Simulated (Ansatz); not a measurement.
A run of Ansatz 0.2.0:

Contents of input.yaml:

```yaml
crystal:
  lattice:
    - [3.113, 0.0, 0.0]
    - [-1.5565, 2.695937082, 0.0]
    - [0.0, 0.0, 4.981]
  atoms:
    - { symbol: Al, position: [0.6666666667, 0.3333333333, 0.5] }
    - { symbol: Al, position: [0.3333333333, 0.6666666667, 0.0] }
    - { symbol: "N", position: [0.6666666667, 0.3333333333, 0.88] }
    - { symbol: "N", position: [0.3333333333, 0.6666666667, 0.38] }
hamiltonian:
  xc: hf
  pseudopotentials: { kind: paw }
kpoints:
  mp_grid: { grid: [6, 6, 3] }
  band_path:
    path:
      - [[0.0, 0.0, 0.0], [0.5, 0.0, 0.0], [0.3333333333, 0.3333333333, 0.0], [0.0, 0.0, 0.0], [0.0, 0.0, 0.5], [0.5, 0.0, 0.5], [0.3333333333, 0.3333333333, 0.5], [0.0, 0.0, 0.5]]
      - [[0.5, 0.0, 0.5], [0.5, 0.0, 0.0]]
      - [[0.3333333333, 0.3333333333, 0.0], [0.3333333333, 0.3333333333, 0.5]]
    npoints: 4
scf:
  occupations: { method: fermi_dirac, width: 0.05 }
  n_extra_bands: 10
output:
  forces: true
  stress: true
  eigenvalues: true
  fatbands: false
```

Potentials or basis: Ansatz PAW.

Run with:

```console
$ ansatz run input.yaml --threads 2 --pin off --max-ram 5632MiB --backend cpu --events-out ev --progress --plain --runs-dir out
```

Hardware: 2 threads of Arm Neoverse V1, on a shared host.

Task: Estimate the wall time of this run.

Result: Wall time 110 s on 2 threads of Arm Neoverse V1, on a shared host, peak memory 0.7 GiB. Counts: scf iterations 21, plane waves 809, k points 14, bands 18.
